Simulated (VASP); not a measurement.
Runs of VASP 6.6.1 on Pd. Symmetry: Im-3m, No. 229, cubic system. The conventional cell has a = 3.084 Å, b = 3.084 Å, c = 3.084 Å, α = 90.00°, β = 90.00°, γ = 90.00°. Around Pd (site symmetry m-3m) lie 8 Pd at 2.67 Å. This isn't the form of Pd at room conditions, which is fcc.

```csv
cell,k mesh,gap on the mesh (eV),pressure (GPa)
"Im-3m, 14.66 Å³/atom",16 × 16 × 16,none,(a)
"Im-3m, 17.85 Å³/atom",16 × 16 × 16,none,-11.8
"Im-3m, 15.94 Å³/atom",23 × 23 × 23,none,-0.3
"Im-3m, 17.21 Å³/atom",16 × 16 × 16,none,-9.0
```

Alike in all rows: task single point; level RPBE; potentials or basis VASP PAW PBE potentials, release 64 (Pd); no spin polarisation; cutoff (eV) 520; smearing fermi-dirac 0.1 eV.

Problem. Fill in the values left out.

Solution. (a) 14.6.

Caveats: the PAW data sets were made with another functional, which shifts forces and pressure a little.

A k mesh can miss the band edges, and the runs leave out spin-orbit coupling on Pd.

A gap of «none» marks a metal or a gap under the smearing width.
